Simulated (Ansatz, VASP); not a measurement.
**Two plane-wave programs on WC (Qusongite)**

The input INCAR:

```
ALGO = Fast
EDIFF = 1E-6
ENCUT = 520
GGA = PE
ISIF = 2
ISMEAR = 0
LASPH = True
LCHARG = False
LREAL = False
LWAVE = False
NELM = 60
PREC = Accurate
SIGMA = 0.02
```

File KPOINTS:

```
k-points
0
Gamma
  10 10 9
```

The input POSCAR:

```
WC
1.0
    2.9065000000      0.0000000000      0.0000000000
   -1.4532500000      2.5171028361      0.0000000000
    0.0000000000      0.0000000000      2.8366000000
W C
1 1
Cartesian
    0.0000000000      0.0000000000      0.0000000000
    1.4532500001      0.8390342786      1.4183000000
```

input.yaml

```yaml
crystal:
  lattice:
    - [2.9065, 0.0, 0.0]
    - [-1.45325, 2.5171028361, 0.0]
    - [0.0, 0.0, 2.8366]
  atoms:
    - { symbol: W, position: [0.0, 0.0, 0.0] }
    - { symbol: C, position: [0.6666666667, 0.3333333333, 0.5] }
hamiltonian:
  xc: pbe
  pseudopotentials: { kind: paw }
kpoints:
  mp_grid: { grid: [10, 10, 9] }
scf:
  occupations: { method: gaussian, width: 0.02 }
output:
  forces: true
  stress: true
  eigenvalues: true
  write_density: true
  write_potential: true
  elf: true
  volumetric_format: npy
```

Alike in both runs: task single point; functional PBE; k mesh 10 × 10 × 9; occupations gaussian, width 0.02 eV; no spin polarisation.

|  | VASP | Ansatz |
| --- | --- | --- |
| version | VASP 6.6.1 | Ansatz 0.2.0 |
| potentials or method | VASP PAW PBE potentials, release 54 (W_sv, C) | Ansatz PAW |
| plane-wave cutoff (eV) | 520 | 420 |
| valence electrons in the cell | 18 | 18 |

```tsv
	VASP	Ansatz	Ansatz less VASP
gap on the k mesh at the Fermi level (eV)	none	none	-
pressure (GPa)	6.8	5.6	-1.15
largest component of the traceless stress (GPa)	0.44	0.62	+0.174
```

A gap of «none» marks a metal or a gap that the smearing closes. The functional is the same, so the differences come from potentials, cutoffs and numerics.

Caveats: the pressure holds a Pulay correction of +0.3 GPa for the finite cutoff (Ansatz). The runs have no spin-orbit coupling, so splittings on W are missing.
